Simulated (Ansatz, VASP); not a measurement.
**Two plane-wave programs on Lu**

Contents of INCAR:

```
SYSTEM = Lu
PREC = Accurate
ENCUT = 520
EDIFF = 1E-7
ISMEAR = -1
SIGMA = 0.05
LREAL = .FALSE.
LASPH = .TRUE.
NELM = 100
ALGO = Normal
ISIF = 2
LWAVE = .FALSE.
LCHARG = .FALSE.
GGA = PE
NBANDS = 32
```

The input KPOINTS:

```
Automatic mesh
0
G
  9 9 5
  0 0 0
```

The input POSCAR:

```
Lu
1.0
    3.5718056782      0.0000000000      0.0000000000
   -1.7859028391      3.0932744547      0.0000000000
    0.0000000000      0.0000000000      5.6597688160
Lu
2
Direct
    0.6666666667      0.3333333333      0.7500000000
    0.3333333333      0.6666666667      0.2500000000
```

The input input.yaml:

```yaml
crystal:
  lattice:
    - [3.5718056782, 0.0, 0.0]
    - [-1.7859028391, 3.0932744547, 0.0]
    - [0.0, 0.0, 5.659768816]
  atoms:
    - { symbol: Lu, position: [0.6666666667, 0.3333333333, 0.75] }
    - { symbol: Lu, position: [0.3333333333, 0.6666666667, 0.25] }
hamiltonian:
  xc: pbe
  pseudopotentials: { kind: paw }
kpoints:
  mp_grid: { grid: [9, 9, 5] }
scf:
  occupations: { method: fermi_dirac, width: 0.05 }
output:
  forces: true
  stress: true
  eigenvalues: true
  write_density: true
  write_potential: true
  elf: true
  volumetric_format: npy
```

Change from the starting cell: volume scaled by 1.06.

Alike in both runs: task single point; functional PBE; k mesh 9 × 9 × 5; occupations fermi-dirac, width 0.05 eV; no spin polarisation.

```csv
,VASP,Ansatz
version,VASP 6.6.1,Ansatz 0.2.0
potentials or method,"VASP PAW PBE potentials, release 64 (Lu)",Ansatz PAW
plane-wave cutoff (eV),520,420
valence electrons in the cell,50,50
```

Ansatz gave:

| Property | Result |
| --- | --- |
| gap on the k mesh at the Fermi level (eV) | none |
| pressure (GPa) | -2.9 |
| largest component of the traceless stress (GPa) | 0.50 |

Question: Estimate VASP's values.

Answer: gap on the k mesh at the Fermi level (eV): none; pressure (GPa): -2.8; largest component of the traceless stress (GPa): 0.50.

A gap of «none» marks a metal or a gap that the smearing closes. With one functional, cell and mesh, what is left measures potentials, basis and numerics.

Spin-orbit coupling is left out, which matters for the levels of Lu.
